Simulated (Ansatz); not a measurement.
Structure: N (P4_2/mnm) from a database structure, at its r2SCAN+rVV10 minimum. It is tetragonal, P4_2/mnm (No. 136); a = 3.961 Å, c = 5.133 Å in the conventional setting, 20.13 Å³ an atom. Around N lie 1 N at 1.09 Å.

```cif
data_structure
_symmetry_space_group_name_H-M 'P 1'
_symmetry_Int_Tables_number 1
_cell_length_a 3.9610
_cell_length_b 3.9610
_cell_length_c 5.1332
_cell_angle_alpha 90.000
_cell_angle_beta 90.000
_cell_angle_gamma 90.000
_cell_volume 80.54
loop_
_atom_site_label
_atom_site_type_symbol
_atom_site_fract_x
_atom_site_fract_y
_atom_site_fract_z
_atom_site_occupancy
N1 N 0.90241 0.90241 0.00000 1
N2 N 0.59759 0.40241 0.50000 1
N3 N 0.09759 0.09759 0.00000 1
N4 N 0.40241 0.59759 0.50000 1
```

The questions ask for values computed with Ansatz 0.2.0 on this geometry. No spin polarisation and no zero-point or thermal motion.

Q: What gap does LDA give, and where are the band edges?

A: LDA gives an indirect gap of 6.65 eV, from M–A (0.98 of the way from M) to Γ; the least direct gap is 6.89 eV at Γ.

Q: Estimate the gap with r2SCAN on 6×6×6.

A: The r2SCAN gap is indirect, 7.49 eV (A to Γ), below the direct gap of 7.73 eV at Γ. The gap differs by +0.84 eV from LDA's.

Q: Estimate the gap with HSE06 on 4×4×4.

A: The HSE06 gap is indirect, 9.12 eV (M–A (0.98 of the way from M) to Γ), below the direct gap of 9.38 eV at Γ. The gap differs by +2.47 eV from LDA's.

Q: How does the gap change from LDA to DDH-PBE0 (4×4×4)?

A: With DDH-PBE0 the valence top lies at A and the conduction bottom at Γ, 14.14 eV higher; the smallest vertical gap, at Γ, is 14.46 eV. The share of exact exchange is 0.595. The gap differs by +7.49 eV from LDA's.

Q: How does the gap change from LDA to PBE0 (4×4×4)?

A: PBE0 gives an indirect gap of 9.92 eV, from A to Γ; the least direct gap is 10.19 eV at Γ. The gap differs by +3.27 eV from LDA's.

Q: Order these levels by the gap that they give, smallest first.
A. PBE0
B. r2SCANh
C. HSE06
D. PBE
E. LDA
F. DDH-PBE0
G. r2SCAN

A: E (6.65 eV), D (6.85 eV), G (7.49 eV), B (8.63 eV), C (9.12 eV), A (9.92 eV), F (14.14 eV).

Q: What are ε∞ and the Born charges with r2SCAN?

A: The clamped-ion dielectric constant comes out as 1.72 along x and y, 1.56 along z. Born charges, averaged over directions: N 0.00 e.

Q: How do the levels compare, in gap and in cost?

A: r2SCAN covers 28 % of the step from PBE to HSE06, while HSE06 needs about 9 times r2SCAN's cost (on a coarser mesh). Among these functionals the gap stays indirect.

Where an edge lies off the special points, it is a point of the mesh or the k point where a search put PBE's edge or least direct gap, reused for the other functionals, whose own edges may lie a little apart.

The meshes of the hybrids are coarse, so their gaps aren't converged to the digits shown.

Set aside, since their points miss a band edge that the other levels read or their mesh is too coarse: LC-ωPBE.
